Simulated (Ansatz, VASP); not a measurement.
# ZrC: VASP beside Ansatz

```xyz
2
Lattice="0.0000 2.3207 2.3207 2.3207 0.0000 2.3207 2.3207 2.3207 0.0000" Properties=species:S:1:pos:R:3 pbc="T T T"
Zr    2.3207    2.3207    2.3207
C     0.0000    0.0000    0.0000
```

Alike in both runs: task electric field gradients; functional LDA; k mesh 15 × 15 × 15; occupations fermi-dirac, width 0.05 eV; no spin polarisation.

|  | VASP | Ansatz |
| --- | --- | --- |
| version | VASP 6.6.1 | Ansatz 0.2.0 |
| potentials or method | VASP PAW LDA potentials, release 64 (Zr_sv, C), cutoff 520 eV | all-electron PAW with datasets made for the crystal, scalar-relativistic |

```tsv
	VASP	Ansatz	Ansatz less VASP
pressure (GPa)	0.7	0.1	-0.58
Vzz of the field gradient on the site that differs most (V/Å²)	0.0	0.0	0.00
```

Ansatz ran all-electron here, so the differences hold the error of VASP's frozen core and of both bases. Ansatz warned: «gradients_without_spin_orbit».
